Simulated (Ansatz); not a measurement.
A trial cell of Si₄Ge, before relaxation:

```
Si Ge
1.0
     2.86002    0.00000    0.00000
    -1.43001    2.47685    0.00000
     0.00000    0.00000   22.60588
Si Ge
8 2
Direct
  0.33333 0.66667 0.95000
  0.33333 0.66667 0.15000
  0.33333 0.66667 0.35000
  0.33333 0.66667 0.55000
  0.66667 0.33333 0.05000
  0.66667 0.33333 0.45000
  0.66667 0.33333 0.65000
  0.66667 0.33333 0.85000
  0.33333 0.66667 0.75000
  0.66667 0.33333 0.25000
```

Theory: DFT PBE, scalar-relativistic, plane waves, PAW in Ansatz. Cutoff 420 eV, Gaussian smearing, Γ-centred meshes. Cell and atoms relax first on a coarse mesh and then on a finer one. In between, the cell is made exact in the group found at 0.06 Å. In metals the finer mesh still leaves noise of several meV/atom or more. The steps can't lower the symmetry of their start. No spin polarisation.

A guess keeps its type if space group and coordination stay and the shape of the cell changes little (axis ratios within about 15 %, angles within 6°); the volume may change.

Problem. Does this structure survive the relaxation?

Solution. It keeps its type. The symmetry stays P6_3/mmc (No. 194). The volume per atom shrinks by 2.9 %, from 16.0 to 15.5 Å³. The shortest distance goes from 2.80 Å (Si–Ge and Si–Si) to 2.70 Å (Si–Si). The ratio c/a of the conventional cell changes by a factor of 1.05. Counting neighbours within 15 % of an atom's shortest distance, the start has Ge 12, Si 12 and the end Ge 12, Si 12.

The last run used an 18×18×2 mesh (in the run's order of axes) for its 10-atom cell and Gaussian smearing of 0.10 eV. Symmetry constrained the relaxation, so the result can be a saddle point. Another cell of Si4Ge relaxed alike, in I4/m, lies 47 meV/atom lower, so this cell isn't the stable form at this level.
